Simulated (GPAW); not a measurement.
# TiO (Pm-3m) in GPAW: settings compared

One crystal, TiO, is run at these levels: PBEsol+D3(BJ), PBEsol+D3(BJ)+ATM, PBEsol+D4; tasks: relaxation of cell and atoms.

All numbers are computed with GPAW 26.7.0; they aren't measurements. Logs are shortened: lines on timing, memory, paths and dates and some standing lists are left out, and cuts for length are marked. The log counts tension as positive stress, the text compression.

## 1. The crystal as given

It takes space group Pm-3m (No. 221, cubic). The conventional cell has a = 4.087 Å, b = 4.087 Å, c = 4.087 Å, α = 90.00°, β = 90.00°, γ = 90.00°. Around Ti (site symmetry 4/mmm) lie 4 O at 2.04 Å. O (site symmetry 4/mmm) has 4 Ti at 2.04 Å as nearest neighbours.

The cell comes from a database or a generator and needn't be the stable form of this composition.

## 2. Relaxation of cell and atoms, PBEsol+D3(BJ)

File run.py:

```python
from ase import Atoms
from ase.calculators.mixing import SumCalculator
from ase.filters import FrechetCellFilter
from ase.io import write
from ase.optimize import BFGS
from dftd3.ase import DFTD3
from gpaw import GPAW, PW, setup_paths

setup_paths.insert(0, '.')

atoms = Atoms(['Ti', 'Ti', 'Ti', 'O', 'O', 'O'],
              cell=[[4.086668, 0.0, 0.0],
                    [0.0, 4.086668, 0.0],
                    [0.0, 0.0, 4.086668]],
              scaled_positions=[[0.5, 0.0, 0.5],
                                [0.0, 0.5, 0.5],
                                [0.5, 0.5, 0.0],
                                [0.0, 0.0, 0.5],
                                [0.5, 0.0, 0.0],
                                [0.0, 0.5, 0.0]],
              pbc=True)

calc = GPAW(mode=PW(800),
            xc='PBEsol',
            kpts={'size': (6, 6, 6), 'gamma': True},
            occupations={'name': 'fermi-dirac', 'width': 0.05},
            nbands=49,
            convergence={'density': 1e-05, 'forces': 0.0001},
            maxiter=150,
            txt='gpaw.txt')
atoms.calc = SumCalculator([calc, DFTD3(method='pbesol', damping='d3bj')])
opt = BFGS(FrechetCellFilter(atoms), trajectory='relax.traj', logfile='-')
done = opt.run(fmax=0.02, steps=60)
calc.write('gs.gpw')
write('result.traj', atoms)
print('Converged:', done)
print('Cell:', atoms.cell.cellpar().round(4))
print('Volume:', round(atoms.get_volume(), 4))
print(atoms.get_scaled_positions().round(5))
```

Potentials or basis: PAW data sets generated in the run's folder for this functional, pw.

On the command line:

```bash
$ gpaw-setup -f PBEsol O Ti
$ OMP_NUM_THREADS=1 python run.py
```

gpaw.txt:

```text
__  _  _
 | _ |_)|_||  |
 |__||  | ||/\| - 26.7.0

Input parameters:
  mode=PW(ecut=800.0),
  convergence={'density': 1e-05, 'forces': 0.0001},
  kpts=MonkhorstPack(size=(6, 6, 6), gamma=True),
  maxiter=150,
  nbands=49,
  occupations=Occupations(name='fermi-dirac', width=0.05),
  xc=XC(name='PBEsol')

Diagonalizing LCAO Hamiltonian
Converting LCAO to pw mode
    .---------.
   /|         |
  / |         |
 *  |         |
 | Ti         |
 |  .---------.
 O O  Tii    /
 |/         /
 *----O----*

Atoms  # Å, Bohr magnetons
|   | symbol |        x |        y |        z |    initial magnetic moments |
|---|--------|----------|----------|----------|-----------------------------|
| 0 |     Ti | 2.043334 | 0.000000 | 2.043334 | ( 0.0000,  0.0000,  0.0000) |
| 1 |     Ti | 0.000000 | 2.043334 | 2.043334 | ( 0.0000,  0.0000,  0.0000) |
| 2 |     Ti | 2.043334 | 2.043334 | 0.000000 | ( 0.0000,  0.0000,  0.0000) |
| 3 |      O | 0.000000 | 0.000000 | 2.043334 | ( 0.0000,  0.0000,  0.0000) |
| 4 |      O | 2.043334 | 0.000000 | 0.000000 | ( 0.0000,  0.0000,  0.0000) |
| 5 |      O | 0.000000 | 2.043334 | 0.000000 | ( 0.0000,  0.0000,  0.0000) |

Unit cell  # Å
| periodic |        x |        y |        z |  lengths |    angles |
|----------|----------|----------|----------|----------|-----------|
|      yes | 4.086668 | 0.000000 | 0.000000 | 4.086668 | 90.000000 |
|      yes | 0.000000 | 4.086668 | 0.000000 | 4.086668 | 90.000000 |
|      yes | 0.000000 | 0.000000 | 4.086668 | 4.086668 | 90.000000 |

Number of symmetries: 48
Symmetry operations  # r_c * U_cc + t_c -> r_c
|    | kind |            matrix            |
|----|------|------------------------------|
|  0 |  E   |  1, 0, 0,  0, 1, 0,  0, 0, 1 |
|  1 |  σ   |  1, 0, 0,  0, 1, 0,  0, 0,-1 |
|  2 |  σ   |  1, 0, 0,  0, 0, 1,  0, 1, 0 |
|  3 |  C4  |  1, 0, 0,  0, 0, 1,  0,-1, 0 |
|  4 |  C4  |  1, 0, 0,  0, 0,-1,  0, 1, 0 |
|  5 |  σ   |  1, 0, 0,  0, 0,-1,  0,-1, 0 |
|  6 |  σ   |  1, 0, 0,  0,-1, 0,  0, 0, 1 |
|  7 |  C2  |  1, 0, 0,  0,-1, 0,  0, 0,-1 |
|  8 |  σ   |  0, 1, 0,  1, 0, 0,  0, 0, 1 |
|  9 |  C2  |  0, 1, 0,  1, 0, 0,  0, 0,-1 |
| 10 |  C3  |  0, 1, 0,  0, 0, 1,  1, 0, 0 |
| 11 |  S6  |  0, 1, 0,  0, 0, 1, -1, 0, 0 |
| 12 |  S6  |  0, 1, 0,  0, 0,-1,  1, 0, 0 |
| 13 |  C3  |  0, 1, 0,  0, 0,-1, -1, 0, 0 |
[... 229 lines left out ...]
Stress tensor  # eV/Ang^3
|        x |        y |        z |
|----------|----------|----------|
| 0.043852 | 0.000000 | 0.000000 |
| 0.000000 | 0.043852 | 0.000000 |
| 0.000000 | 0.000000 | 0.043852 |

Forces  # eV/Ang
|        x |       y |       z |
|----------|---------|---------|
|  0.00000 | 0.00000 | 0.00000 |  # Ti   0
|  0.00000 | 0.00000 | 0.00000 |  # Ti   1
|  0.00000 | 0.00000 | 0.00000 |  # Ti   2
|  0.00000 | 0.00000 | 0.00000 |  # O    3
| -0.00000 | 0.00000 | 0.00000 |  # O    4
|  0.00000 | 0.00000 | 0.00000 |  # O    5

Interpolating wave functions to new cell

         Ti
       O    Ti
         O    Ti
            O

Atoms  # Å, Bohr magnetons
|   | symbol |         x |         y |         z |    initial magnetic moments |
|---|--------|-----------|-----------|-----------|-----------------------------|
| 0 |     Ti |  2.039323 | -0.000000 |  2.039323 | ( 0.0000,  0.0000,  0.0000) |
| 1 |     Ti | -0.000000 |  2.039323 |  2.039323 | ( 0.0000,  0.0000,  0.0000) |
| 2 |     Ti |  2.039323 |  2.039323 | -0.000000 | ( 0.0000,  0.0000,  0.0000) |
| 3 |      O |  0.000000 |  0.000000 |  2.039323 | ( 0.0000,  0.0000,  0.0000) |
| 4 |      O |  2.039323 | -0.000000 | -0.000000 | ( 0.0000,  0.0000,  0.0000) |
| 5 |      O | -0.000000 |  2.039323 |  0.000000 | ( 0.0000,  0.0000,  0.0000) |

Unit cell  # Å
| periodic |         x |        y |         z |  lengths |    angles |
|----------|-----------|----------|-----------|----------|-----------|
|      yes |  4.078645 | 0.000000 | -0.000000 | 4.078645 | 90.000000 |
|      yes |  0.000000 | 4.078645 |  0.000000 | 4.078645 | 90.000000 |
|      yes | -0.000000 | 0.000000 |  4.078645 | 4.078645 | 90.000000 |

Number of symmetries: 48
Symmetry operations  # r_c * U_cc + t_c -> r_c
|    | kind |            matrix            |
|----|------|------------------------------|
|  0 |  E   |  1, 0, 0,  0, 1, 0,  0, 0, 1 |
|  1 |  σ   |  1, 0, 0,  0, 1, 0,  0, 0,-1 |
|  2 |  σ   |  1, 0, 0,  0, 0, 1,  0, 1, 0 |
|  3 |  C4  |  1, 0, 0,  0, 0, 1,  0,-1, 0 |
|  4 |  C4  |  1, 0, 0,  0, 0,-1,  0, 1, 0 |
|  5 |  σ   |  1, 0, 0,  0, 0,-1,  0,-1, 0 |
|  6 |  σ   |  1, 0, 0,  0,-1, 0,  0, 0, 1 |
|  7 |  C2  |  1, 0, 0,  0,-1, 0,  0, 0,-1 |
|  8 |  σ   |  0, 1, 0,  1, 0, 0,  0, 0, 1 |
|  9 |  C2  |  0, 1, 0,  1, 0, 0,  0, 0,-1 |
| 10 |  C3  |  0, 1, 0,  0, 0, 1,  1, 0, 0 |
| 11 |  S6  |  0, 1, 0,  0, 0, 1, -1, 0, 0 |
| 12 |  S6  |  0, 1, 0,  0, 0,-1,  1, 0, 0 |
| 13 |  C3  |  0, 1, 0,  0, 0,-1, -1, 0, 0 |
[... 245 lines left out ...]
         Ti
       O    Ti
         O    Ti
            O

Atoms  # Å, Bohr magnetons
|   | symbol |         x |         y |        z |    initial magnetic moments |
|---|--------|-----------|-----------|----------|-----------------------------|
| 0 |     Ti |  2.003890 |  0.000000 | 2.003890 | ( 0.0000,  0.0000,  0.0000) |
| 1 |     Ti | -0.000000 |  2.003890 | 2.003890 | ( 0.0000,  0.0000,  0.0000) |
| 2 |     Ti |  2.003890 |  2.003890 | 0.000000 | ( 0.0000,  0.0000,  0.0000) |
| 3 |      O | -0.000000 |  0.000000 | 2.003890 | ( 0.0000,  0.0000,  0.0000) |
| 4 |      O |  2.003890 | -0.000000 | 0.000000 | ( 0.0000,  0.0000,  0.0000) |
| 5 |      O |  0.000000 |  2.003890 | 0.000000 | ( 0.0000,  0.0000,  0.0000) |

Unit cell  # Å
| periodic |         x |        y |         z |  lengths |    angles |
|----------|-----------|----------|-----------|----------|-----------|
|      yes |  4.007780 | 0.000000 | -0.000000 | 4.007780 | 90.000000 |
|      yes | -0.000000 | 4.007780 |  0.000000 | 4.007780 | 90.000000 |
|      yes |  0.000000 | 0.000000 |  4.007780 | 4.007780 | 90.000000 |

Number of symmetries: 48
Symmetry operations  # r_c * U_cc + t_c -> r_c
|    | kind |            matrix            |
|----|------|------------------------------|
|  0 |  E   |  1, 0, 0,  0, 1, 0,  0, 0, 1 |
|  1 |  σ   |  1, 0, 0,  0, 1, 0,  0, 0,-1 |
|  2 |  σ   |  1, 0, 0,  0, 0, 1,  0, 1, 0 |
|  3 |  C4  |  1, 0, 0,  0, 0, 1,  0,-1, 0 |
|  4 |  C4  |  1, 0, 0,  0, 0,-1,  0, 1, 0 |
|  5 |  σ   |  1, 0, 0,  0, 0,-1,  0,-1, 0 |
|  6 |  σ   |  1, 0, 0,  0,-1, 0,  0, 0, 1 |
|  7 |  C2  |  1, 0, 0,  0,-1, 0,  0, 0,-1 |
|  8 |  σ   |  0, 1, 0,  1, 0, 0,  0, 0, 1 |
|  9 |  C2  |  0, 1, 0,  1, 0, 0,  0, 0,-1 |
| 10 |  C3  |  0, 1, 0,  0, 0, 1,  1, 0, 0 |
| 11 |  S6  |  0, 1, 0,  0, 0, 1, -1, 0, 0 |
| 12 |  S6  |  0, 1, 0,  0, 0,-1,  1, 0, 0 |
| 13 |  C3  |  0, 1, 0,  0, 0,-1, -1, 0, 0 |
[... 220 lines left out ...]
|         34 |        12.978 |     0.000 |
|         35 |        12.978 |     0.000 |
|        ... |               |           |
|         48 |        27.245 |     0.000 |

No gap
No difference between direct/indirect transitions

Stress tensor  # eV/Ang^3
|         x |         y |         z |
|-----------|-----------|-----------|
| -0.037170 | -0.000000 |  0.000000 |
| -0.000000 | -0.037170 |  0.000000 |
|  0.000000 |  0.000000 | -0.037170 |

Forces  # eV/Ang
|       x |        y |        z |
|---------|----------|----------|
| 0.00000 |  0.00000 | -0.00000 |  # Ti   0
| 0.00000 |  0.00000 |  0.00000 |  # Ti   1
| 0.00000 | -0.00000 |  0.00000 |  # Ti   2
| 0.00000 |  0.00000 | -0.00000 |  # O    3
| 0.00000 | -0.00000 |  0.00000 |  # O    4
| 0.00000 |  0.00000 |  0.00000 |  # O    5

Interpolating wave functions to new cell

         Ti
       O    Ti
         O    Ti
            O

Atoms  # Å, Bohr magnetons
|   | symbol |         x |         y |        z |    initial magnetic moments |
|---|--------|-----------|-----------|----------|-----------------------------|
| 0 |     Ti |  2.006253 |  0.000000 | 2.006253 | ( 0.0000,  0.0000,  0.0000) |
| 1 |     Ti |  0.000000 |  2.006253 | 2.006253 | ( 0.0000,  0.0000,  0.0000) |
| 2 |     Ti |  2.006253 |  2.006253 | 0.000000 | ( 0.0000,  0.0000,  0.0000) |
| 3 |      O | -0.000000 |  0.000000 | 2.006253 | ( 0.0000,  0.0000,  0.0000) |
| 4 |      O |  2.006253 | -0.000000 | 0.000000 | ( 0.0000,  0.0000,  0.0000) |
| 5 |      O |  0.000000 |  2.006253 | 0.000000 | ( 0.0000,  0.0000,  0.0000) |

Unit cell  # Å
| periodic |         x |         y |         z |  lengths |    angles |
|----------|-----------|-----------|-----------|----------|-----------|
|      yes |  4.012505 | -0.000000 | -0.000000 | 4.012505 | 90.000000 |
|      yes | -0.000000 |  4.012505 |  0.000000 | 4.012505 | 90.000000 |
|      yes |  0.000000 |  0.000000 |  4.012505 | 4.012505 | 90.000000 |

Number of symmetries: 48
Symmetry operations  # r_c * U_cc + t_c -> r_c
|    | kind |            matrix            |
|----|------|------------------------------|
|  0 |  E   |  1, 0, 0,  0, 1, 0,  0, 0, 1 |
|  1 |  σ   |  1, 0, 0,  0, 1, 0,  0, 0,-1 |
|  2 |  σ   |  1, 0, 0,  0, 0, 1,  0, 1, 0 |
|  3 |  C4  |  1, 0, 0,  0, 0, 1,  0,-1, 0 |
|  4 |  C4  |  1, 0, 0,  0, 0,-1,  0, 1, 0 |
|  5 |  σ   |  1, 0, 0,  0, 0,-1,  0,-1, 0 |
|  6 |  σ   |  1, 0, 0,  0,-1, 0,  0, 0, 1 |
|  7 |  C2  |  1, 0, 0,  0,-1, 0,  0, 0,-1 |
|  8 |  σ   |  0, 1, 0,  1, 0, 0,  0, 0, 1 |
|  9 |  C2  |  0, 1, 0,  1, 0, 0,  0, 0,-1 |
| 10 |  C3  |  0, 1, 0,  0, 0, 1,  1, 0, 0 |
| 11 |  S6  |  0, 1, 0,  0, 0, 1, -1, 0, 0 |
| 12 |  S6  |  0, 1, 0,  0, 0,-1,  1, 0, 0 |
| 13 |  C3  |  0, 1, 0,  0, 0,-1, -1, 0, 0 |
[... 218 lines left out ...]
|         34 |        12.909 |     0.000 |
|         35 |        12.909 |     0.000 |
|        ... |               |           |
|         48 |        27.161 |     0.000 |

No gap
No difference between direct/indirect transitions

Stress tensor  # eV/Ang^3
|         x |         y |         z |
|-----------|-----------|-----------|
| -0.031669 |  0.000000 | -0.000000 |
|  0.000000 | -0.031669 |  0.000000 |
| -0.000000 |  0.000000 | -0.031669 |

Forces  # eV/Ang
|        x |        y |       z |
|----------|----------|---------|
|  0.00000 |  0.00000 | 0.00000 |  # Ti   0
|  0.00000 | -0.00000 | 0.00000 |  # Ti   1
| -0.00000 |  0.00000 | 0.00000 |  # Ti   2
| -0.00000 |  0.00000 | 0.00000 |  # O    3
|  0.00000 | -0.00000 | 0.00000 |  # O    4
|  0.00000 | -0.00000 | 0.00000 |  # O    5

# Writing to gs.gpw (mode='')
```

It took 3.2 min on 1 thread of Arm Neoverse V2, shared host; peak memory 0.36 GiB.

What came out:

- Free energy: -55.2092 eV
- Relaxed volume: 10.77 Å³/atom
- Relaxed cell: a = 4.013 Å, b = 4.013 Å, c = 4.013 Å, α = 90.00°, β = 90.00°, γ = 90.00°
- Space group after relaxing (to 0.05 Å): Pm-3m (No. 221)
- Energy gained by relaxing: 21.9 meV/atom
- Ionic steps: 4
- Pressure after relaxing: 0.0 GPa
- Band gap on the k mesh: none (metal or under the smearing width)
- Dispersion energy per atom: -0.343 eV

The path:
| step | energy change (eV) | largest force (eV/Å) | pressure (GPa) | volume (Å³) |
| --- | --- | --- | --- | --- |
| 1 | 0.0000 | 0.0000 | -11.62 | 68.25 |
| 2 | -0.0268 | 0.0000 | -10.51 | 67.85 |
| 3 | -0.1303 | 0.0000 | 0.80 | 64.37 |
| 4 | -0.1311 | 0.0000 | -0.05 | 64.60 |

Final structure:
```yaml
crystal:
  lattice:
    - [4.01251, 0.00000, 0.00000]
    - [0.00000, 4.01251, 0.00000]
    - [0.00000, 0.00000, 4.01251]
  atoms:
    - { symbol: Ti, position: [0.50000, 0.00000, 0.50000] }
    - { symbol: Ti, position: [0.00000, 0.50000, 0.50000] }
    - { symbol: Ti, position: [0.50000, 0.50000, 0.00000] }
    - { symbol: O, position: [0.00000, 0.00000, 0.50000] }
    - { symbol: O, position: [0.50000, 0.00000, 0.00000] }
    - { symbol: O, position: [0.00000, 0.50000, 0.00000] }
```

Levels at points of the mesh, in eV from the Fermi level:
| k point | band 24 | band 25 | band 26 | band 27 | band 28 | band 29 | band 30 | band 31 |
| --- | --- | --- | --- | --- | --- | --- | --- | --- |
| (0.00, 0.00, 0.00) | -3.08 | -3.08 | -1.62 | -1.62 | -1.62 | 1.41 | 1.41 | 1.41 |
| (0.50, 0.00, 0.00) | -3.77 | -2.70 | -1.19 | 0.43 | 0.43 | 0.77 | 1.42 | 1.67 |
| (0.50, 0.50, 0.00) | -2.61 | -1.35 | -0.79 | 0.01 | 0.01 | 2.02 | 2.07 | 2.13 |
| (0.50, 0.50, 0.50) | -3.06 | -0.67 | -0.67 | -0.67 | 0.63 | 2.85 | 2.85 | 2.85 |

Caveat: later steps reuse the first step's grids; semilocal functionals often make such compounds metallic where correlation or magnetic order opens a gap, which also shifts bond lengths; pairwise dispersion overbinds metals, which lowers pressure and volume.

## 3. Relaxation of cell and atoms, PBEsol+D3(BJ)+ATM

run.py: that of step 2 with these lines changed.

```diff
@@ -30,3 +30,3 @@
             txt='gpaw.txt')
-atoms.calc = SumCalculator([calc, DFTD3(method='pbesol', damping='d3bj')])
+atoms.calc = SumCalculator([calc, DFTD3(damping='d3bj', params_tweaks=dict(method='pbesol', atm=True))])
 opt = BFGS(FrechetCellFilter(atoms), trajectory='relax.traj', logfile='-')
```

Potentials or basis: PAW data sets generated in the run's folder for this functional, pw.

On the command line:

```bash
$ gpaw-setup -f PBEsol O Ti
$ OMP_NUM_THREADS=1 python run.py
```

gpaw.txt:

```text
__  _  _
 | _ |_)|_||  |
 |__||  | ||/\| - 26.7.0

Input parameters:
  mode=PW(ecut=800.0),
  convergence={'density': 1e-05, 'forces': 0.0001},
  kpts=MonkhorstPack(size=(6, 6, 6), gamma=True),
  maxiter=150,
  nbands=49,
  occupations=Occupations(name='fermi-dirac', width=0.05),
  xc=XC(name='PBEsol')

Diagonalizing LCAO Hamiltonian
Converting LCAO to pw mode
    .---------.
   /|         |
  / |         |
 *  |         |
 | Ti         |
 |  .---------.
 O O  Tii    /
 |/         /
 *----O----*

Atoms  # Å, Bohr magnetons
|   | symbol |        x |        y |        z |    initial magnetic moments |
|---|--------|----------|----------|----------|-----------------------------|
| 0 |     Ti | 2.043334 | 0.000000 | 2.043334 | ( 0.0000,  0.0000,  0.0000) |
| 1 |     Ti | 0.000000 | 2.043334 | 2.043334 | ( 0.0000,  0.0000,  0.0000) |
| 2 |     Ti | 2.043334 | 2.043334 | 0.000000 | ( 0.0000,  0.0000,  0.0000) |
| 3 |      O | 0.000000 | 0.000000 | 2.043334 | ( 0.0000,  0.0000,  0.0000) |
| 4 |      O | 2.043334 | 0.000000 | 0.000000 | ( 0.0000,  0.0000,  0.0000) |
| 5 |      O | 0.000000 | 2.043334 | 0.000000 | ( 0.0000,  0.0000,  0.0000) |

Unit cell  # Å
| periodic |        x |        y |        z |  lengths |    angles |
|----------|----------|----------|----------|----------|-----------|
|      yes | 4.086668 | 0.000000 | 0.000000 | 4.086668 | 90.000000 |
|      yes | 0.000000 | 4.086668 | 0.000000 | 4.086668 | 90.000000 |
|      yes | 0.000000 | 0.000000 | 4.086668 | 4.086668 | 90.000000 |

Number of symmetries: 48
[... 835 lines left out ...]
Interpolating wave functions to new cell

         Ti
       O    Ti
         O    Ti
            O

Atoms  # Å, Bohr magnetons
|   | symbol |         x |        y |        z |    initial magnetic moments |
|---|--------|-----------|----------|----------|-----------------------------|
| 0 |     Ti |  2.008948 | 0.000000 | 2.008948 | ( 0.0000,  0.0000,  0.0000) |
| 1 |     Ti |  0.000000 | 2.008948 | 2.008948 | ( 0.0000,  0.0000,  0.0000) |
| 2 |     Ti |  2.008948 | 2.008948 | 0.000000 | ( 0.0000,  0.0000,  0.0000) |
| 3 |      O |  0.000000 | 0.000000 | 2.008948 | ( 0.0000,  0.0000,  0.0000) |
| 4 |      O |  2.008948 | 0.000000 | 0.000000 | ( 0.0000,  0.0000,  0.0000) |
| 5 |      O | -0.000000 | 2.008948 | 0.000000 | ( 0.0000,  0.0000,  0.0000) |

Unit cell  # Å
| periodic |         x |         y |        z |  lengths |    angles |
|----------|-----------|-----------|----------|----------|-----------|
|      yes |  4.017895 | -0.000000 | 0.000000 | 4.017895 | 90.000000 |
|      yes | -0.000000 |  4.017895 | 0.000000 | 4.017895 | 90.000000 |
|      yes | -0.000000 |  0.000000 | 4.017895 | 4.017895 | 90.000000 |

Number of symmetries: 48
Symmetry operations  # r_c * U_cc + t_c -> r_c
|    | kind |            matrix            |
|----|------|------------------------------|
|  0 |  E   |  1, 0, 0,  0, 1, 0,  0, 0, 1 |
|  1 |  σ   |  1, 0, 0,  0, 1, 0,  0, 0,-1 |
|  2 |  σ   |  1, 0, 0,  0, 0, 1,  0, 1, 0 |
|  3 |  C4  |  1, 0, 0,  0, 0, 1,  0,-1, 0 |
|  4 |  C4  |  1, 0, 0,  0, 0,-1,  0, 1, 0 |
|  5 |  σ   |  1, 0, 0,  0, 0,-1,  0,-1, 0 |
|  6 |  σ   |  1, 0, 0,  0,-1, 0,  0, 0, 1 |
|  7 |  C2  |  1, 0, 0,  0,-1, 0,  0, 0,-1 |
|  8 |  σ   |  0, 1, 0,  1, 0, 0,  0, 0, 1 |
[... 228 lines left out ...]
No gap
No difference between direct/indirect transitions

Stress tensor  # eV/Ang^3
|         x |         y |         z |
|-----------|-----------|-----------|
| -0.025528 |  0.000000 |  0.000000 |
|  0.000000 | -0.025528 |  0.000000 |
|  0.000000 |  0.000000 | -0.025528 |

Forces  # eV/Ang
|        x |        y |        z |
|----------|----------|----------|
|  0.00000 |  0.00000 |  0.00000 |  # Ti   0
| -0.00000 | -0.00000 |  0.00000 |  # Ti   1
|  0.00000 |  0.00000 | -0.00000 |  # Ti   2
| -0.00000 |  0.00000 | -0.00000 |  # O    3
| -0.00000 |  0.00000 |  0.00000 |  # O    4
| -0.00000 | -0.00000 |  0.00000 |  # O    5

# Writing to gs.gpw (mode='')
```

Wall time 3.3 min (1 thread of Arm Neoverse V2, shared host); peak memory 0.36 GiB.

Results:

```
Free energy                            : -55.0149 eV
Relaxed volume                         : 10.81 Å³/atom
Relaxed cell                           : a = 4.018 Å, b = 4.018 Å, c = 4.018 Å, α = 90.00°, β = 90.00°, γ = 90.00°
Space group after relaxing (to 0.05 Å) : Pm-3m (No. 221)
Energy gained by relaxing              : 18.7 meV/atom
Ionic steps                            : 4
Pressure after relaxing                : 0.0 GPa
Band gap on the k mesh                 : none (metal or under the smearing width)
Dispersion energy per atom             : -0.310 eV
```

Step by step:
```
step  energy change (eV)  largest force (eV/Å)  pressure (GPa)  volume (Å³)
   1              0.0000                0.0000          -10.80        68.25
   2             -0.0231                0.0000           -9.75        67.88
   3             -0.1111                0.0000            0.66        64.67
   4             -0.1121                0.0000           -0.03        64.86
```

Final structure:
```
Ti O
1.0
     4.01790    0.00000    0.00000
     0.00000    4.01790    0.00000
     0.00000    0.00000    4.01790
Ti O
3 3
Cartesian
  2.0089 0.0000 2.0089
  0.0000 2.0089 2.0089
  2.0089 2.0089 0.0000
  0.0000 0.0000 2.0089
  2.0089 0.0000 0.0000
  0.0000 2.0089 0.0000
```

Levels at points of the mesh, in eV from the Fermi level:
```tsv
k point	band 24	band 25	band 26	band 27	band 28	band 29	band 30	band 31
(0.00, 0.00, 0.00)	-3.07	-3.07	-1.61	-1.61	-1.61	1.40	1.40	1.40
(0.50, 0.00, 0.00)	-3.76	-2.70	-1.18	0.43	0.43	0.77	1.41	1.66
(0.50, 0.50, 0.00)	-2.60	-1.34	-0.79	0.01	0.01	2.01	2.06	2.12
(0.50, 0.50, 0.50)	-3.05	-0.67	-0.67	-0.67	0.62	2.83	2.83	2.83
```

Caveat: later steps reuse the first step's grids; semilocal functionals often make such compounds metallic where correlation or magnetic order opens a gap, which also shifts bond lengths; pairwise dispersion overbinds metals, which lowers pressure and volume.

[end of part 1 of 2]
